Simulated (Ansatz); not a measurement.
# CsI: how the settings move a single-point run

Aim: see which settings change the result for CsI, by how much, and at what cost.

Computed with Ansatz 0.2.0 (reference: DFT, PBE, all-electron PAW with datasets made for the crystal, scalar-relativistic, unless a step's input says otherwise).

1 further run of the same task is left out (set aside as unsound or not needed).

## (1) Starting point

The structure is cubic, space group Pm-3m (No. 221). Conventional cell: a = 4.567 Å, b = 4.567 Å, c = 4.567 Å, α = 90.00°, β = 90.00°, γ = 90.00°. Cs (site symmetry m-3m) has 8 I at 3.95 Å as nearest neighbours. Around I (site symmetry m-3m) lie 8 Cs at 3.95 Å.

Structure file:

```
Cs I
1.0
     4.56670    0.00000    0.00000
     0.00000    4.56670    0.00000
     0.00000    0.00000    4.56670
Cs I
1 1
Direct
  0.00000 0.00000 0.00000
  0.50000 0.50000 0.50000
```

## (2) Baseline

The input, input.yaml:

```yaml
crystal:
  lattice:
    - [4.5667, 0.0, 0.0]
    - [0.0, 4.5667, 0.0]
    - [0.0, 0.0, 4.5667]
  atoms:
    - { symbol: Cs, position: [0.0, 0.0, 0.0] }
    - { symbol: I, position: [0.5, 0.5, 0.5] }
kpoints:
  mp_grid: { grid: [7, 7, 7] }
  band_path:
    path:
      - [0.0, 0.0, 0.0]
      - [0.0, 0.5, 0.0]
      - [0.5, 0.5, 0.0]
      - [0.0, 0.0, 0.0]
      - [0.5, 0.5, 0.5]
      - [0.0, 0.5, 0.0]
      - [0.5, 0.5, 0.5]
      - [0.5, 0.5, 0.0]
    npoints: 8
scf:
  occupations: { method: fermi_dirac, width: 0.01 }
hamiltonian:
  xc: pbe
  pseudopotentials: { kind: all_electron, datasets: crystal }
output:
  forces: true
  stress: true
  eigenvalues: true
  efg: { contact_densities: true }
```

Launch:

```sh
$ ansatz run input.yaml --threads 1 --pin off --max-ram 2048MiB --backend cpu --events-out ev --progress --plain --runs-dir out
```

## (3) Changing settings: occupations.method tetrahedron, dispersion d3bj, width left out

input.yaml, as its differences from that of step 2:

```diff
@@ -22,3 +22,3 @@
 scf:
-  occupations: { method: fermi_dirac, width: 0.01 }
+  occupations: { method: tetrahedron }
 hamiltonian:
@@ -26,2 +26,3 @@
   pseudopotentials: { kind: all_electron, datasets: crystal }
+  dispersion: d3bj
 output:
```

What does the calculation give? Wanted: for each run, ending; energy change; pressure; gap; force.

**Answer**, as computed:

| run | ending | energy change | pressure (GPa) | gap (eV) | force (eV/Å) | cycles | time |
| --- | --- | --- | --- | --- | --- | --- | --- |
| reference | converged | 0 | 0.8 | 3.91 | 0.00 | 7 | 8 s |
| 1: occupations.method tetrahedron, dispersion d3bj, width left out | converged | -240.2 meV/atom (σ→0) (offset of the dispersion model) | 0.0 | 3.91 | 0.00 | 8 | 7.7 s |

Residual by cycle in the longest SCF loop of each run; runs are numbered as in the table. The quantity is the density residual dr2, in eV.

| cycle | reference | run 1 |
| --- | --- | --- |
| 1 | 0.522 | 0.518 |
| 2 | 0.117 | 0.119 |
| 3 | 0.0077 | 0.0076 |
| 4 | 0.00213 | 0.00208 |
| 5 | 2.4e-5 | 2.8e-4 |
| 6 | 8.9e-7 | 1.0e-5 |
| 7 | 5.0e-8 | 4.9e-7 |
| 8 | - | 1.8e-8 |

What this shows: The energy moves by -240.2 meV/atom, nearly all of it the dispersion term itself (-240.2 meV/atom); that offset belongs to the model and is no gain or loss of stability; the pressure goes from 0.8 to 0.0 GPa. The gap of the reference lacks spin-orbit coupling, though the cell holds I and Cs.

The gaps are Kohn-Sham values of a semilocal functional, not quasiparticle or optical gaps. Such gaps usually fall short of the measured ones; spin-orbit coupling, left out here, narrows gaps with I, so the two errors partly cancel.
